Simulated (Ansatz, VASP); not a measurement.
## One calculation of TaN, two programs

```
Ta N
1.0
     0.00000    2.16355    2.16355
     2.16355    0.00000    2.16355
     2.16355    2.16355    0.00000
Ta N
1 1
Direct
  0.50000 0.50000 0.50000
  0.00000 0.00000 0.00000
```

Alike in both runs: task single point; functional PBE; k mesh 16 × 16 × 16; occupations gaussian, width 0.1 eV; no spin polarisation.

```csv
,VASP,Ansatz
version,VASP 6.6.1,Ansatz 0.2.0
potentials or method,"VASP PAW PBE potentials, release 64 (Ta_pv, N)","scalar-relativistic, plane waves, PAW"
plane-wave cutoff (eV),520,420
valence electrons in the cell,16,18
```

```csv
,VASP,Ansatz,Ansatz less VASP
gap on the k mesh at the Fermi level (eV),none,none,-
pressure (GPa),24.5,23.4,-1.08
```

A gap of «none» marks a metal or a gap that the smearing closes. With one functional, cell and mesh, what is left measures potentials, basis and numerics. The two sets of potentials don't hold the same shells in valence.

Caveats: so large a pressure means that the cell lies far from this level's equilibrium, or that cutoff or potentials fall short (VASP). The runs have no spin-orbit coupling, so splittings on Ta are missing.
